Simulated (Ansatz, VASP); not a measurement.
One calculation of ZnS, two programs

```xyz
2
Lattice="0.0000 2.6782 2.6782 2.6782 0.0000 2.6782 2.6782 2.6782 0.0000" Properties=species:S:1:pos:R:3 pbc="T T T"
Zn    0.0000    0.0000    0.0000
S     4.0173    4.0173    4.0173
```

Alike in both runs: task single point; functional PBEsol; k mesh 14 × 14 × 14; occupations gaussian, width 0.02 eV; no spin polarisation.

|  | VASP | Ansatz |
| --- | --- | --- |
| version | VASP 6.6.1 | Ansatz 0.2.0 |
| potentials or method | VASP PAW PBE potentials, release 64 (Zn, S) | scalar-relativistic, plane waves, PAW |
| plane-wave cutoff (eV) | 520 | 420 |
| valence electrons in the cell | 18 | 18 |

```tsv
	VASP	Ansatz	Ansatz less VASP
gap on the k mesh at the Fermi level (eV)	2.09	2.08	-0.012
least direct gap on the mesh (eV)	2.09	2.08	-0.012
pressure (GPa)	0.2	0.0	-0.19
```

Ansatz warned: «pseudo_functional_mismatch».

Caveats: the PAW data sets were made with another functional, which shifts forces and pressure a little (VASP). A k mesh can miss the band edges.
